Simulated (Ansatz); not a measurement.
input.yaml (Ansatz)

```yaml
crystal:
  lattice:
    - [0.0, 3.4351190494, 3.4351190494]
    - [3.4351190494, 0.0, 3.4351190494]
    - [3.4351190494, 3.4351190494, 0.0]
  atoms:
    - { symbol: In, position: [0.125, 0.125, 0.125] }
    - { symbol: In, position: [0.875, 0.875, 0.875] }
hamiltonian:
  xc: rpbe
  pseudopotentials:
    kind: paw
    azcp:
      In: "pseudopotentials/In.paw.azcp"
basis:
  ecutwfc: 420
  fft_grid_basis: typed
kpoints:
  mp_grid: { grid: [13, 13, 13], shift: [0, 0, 0] }
magnetization:
  spin_polarized: false
scf:
  occupations: { method: fermi_dirac, width: 0.1 }
```

and its output:

```
Engine: ansatz 0.2.0, x86_64-unknown-linux-gnu
Pseudopotentials: kind: paw
Pseudopotential: In, paw, valence charge 13, recommended cutoff 420 eV (normal) 
Functional definition: RPBE
  parameter kappa = 0.804
  parameter beta = 0.06672455060314922
  exchange = rpbe_x(kappa = kappa, mu = beta*pi^2/3)
  correlation = pbe_c(beta = beta)
Crystal: 2 atoms, lattice volume = 81.069 Å³
Basis set: ecut = 420 eV, 1591 PW (Γ)
Bands: 17, of which v1, the nominal top of the filled ones, is band 13 counted from 1 (12 counted from 0)
Symmetry: 48 space group operations
Space group: Fd-3m (ITA 227), of the structure as read, at distance tolerance 4.3e-5 Å
k-points: 84 of 2197
Non-local potential: In, projectors of the file, l = 0: 2, l = 1: 2, l = 2: 2, l = 3: 2
PAW form: soft (Blöchl's): semilocal exchange-correlation on the pseudo side does not see the compensation charge
PAW frozen core: In, regenerated for the run's functional, and the local potential with it (the file was generated under x = pbe(κ = 0.804, μ = 0.2195149727645171), c = pbe(β = 0.06672455060314922))
PAW one-centre angular grid: In, 590 points (default); XC on 64 Gauss nodes
Initial density: superposition of atomic densities (neutral atoms: chi_scale 0, normalization atom), corrected by the library's trained network
Initial wavefunctions: pseudopotential atomic-orbital guess
Functional: x = rpbe, c = pbe(β = 0.06672455060314922)
SCF iter   1: F=—  HF=-11211.953673 eV  |F-HF|=—  |Δ(HF+E_count)|=         —  Δρ=2.61e-3  dr2=4.05e-3  ethr=1.77e-3  ⟨swp⟩=5.9  Hψ=7237  notcnv=0
SCF iter   2: F=—  HF=-11211.954671 eV  |F-HF|=—  |Δ(HF+E_count)|=   9.97e-4  Δρ=2.78e-3  dr2=4.77e-3  ethr=1.56e-5  ⟨swp⟩=2.0  Hψ=3479  notcnv=0
SCF iter   3: F=—  HF=-11211.952484 eV  |F-HF|=—  |Δ(HF+E_count)|=   2.19e-3  Δρ=2.88e-4  dr2=1.17e-4  ethr=1.56e-5  ⟨swp⟩=2.0  Hψ=2457  notcnv=0
SCF iter   4: F=—  HF=-11211.952561 eV  |F-HF|=—  |Δ(HF+E_count)|=   7.74e-5  Δρ=1.49e-4  dr2=1.14e-5  ethr=4.51e-7  ⟨swp⟩=2.0  Hψ=2538  notcnv=0
SCF iter   5: F=—  HF=-11211.952559 eV  |F-HF|=—  |Δ(HF+E_count)|=   2.34e-6  Δρ=1.89e-5  dr2=1.64e-7  ethr=4.38e-8  ⟨swp⟩=2.0  Hψ=2514  notcnv=0
SCF iter   6: F=-11211.952559 eV  HF=-11211.952559 eV  |F-HF|=1.24e-8  |Δ(HF+E_count)|=   5.52e-7  Δρ=2.46e-6  dr2=4.01e-9  ethr=3.85e-10  ⟨swp⟩=3.0  Hψ=3856  notcnv=0
SCF 1 converged in 6 iterations: F = -11211.952559 eV  dr2 = 4.01e-9
SCF converged after 6 iterations
Free energy (F): -11211.952559 eV
Harris-Foulkes:  -11211.952559 eV  (|F-HF|=1.24e-8)
Internal energy: -11211.893204 eV  (E = F + TS)
E sigma→0 (E₀):  -11211.922882 eV
Entropy (-TS):   -0.059355 eV (-29.677 meV/atom)
Fermi energy:    5.088452 eV
--- Per-component energies (eV) ---
  E_band       = -175.440467
  E_kinetic    = 480.671154
  E_local      = -2935.102469  (includes V_loc(G=0)·N_el)
  E_nonlocal   = 731.054357
  E_hartree    = 1171.415894
  E_xc         = -430.928856
  E_vxc        = -196.264041  (∫ρ·V_xc dr)
  E_paw        = -8321.054401  (= ΣΔE_a)
  E_vpaw       = -598.634714  (= ΣTr[D̂ρ^β])
  E_aug_tail   = 0.000052  (compensation charges beyond the density's cutoff)
  E_ewald      = -1908.083648
  E_core_change = 0.134712  (= ΣΔE_core)
  E_smearing   = -0.059355  (= −TS)
  E_closure    = -0.000000  (closes the sum)
  Σ components = -11211.952559   (vs F -11211.952559, Δ=0.00e0)
```

Launched by

```sh
ansatz run input.yaml --threads 2 --pin off --max-ram 5120MiB --backend cpu --events-out ev --progress --plain --runs-dir out
```

On 2 threads of Intel(R) Xeon(R) 6975P-C (Granite Rapids) (shared host) this took about 1.6 s of wall time and 2.8 s of CPU time.
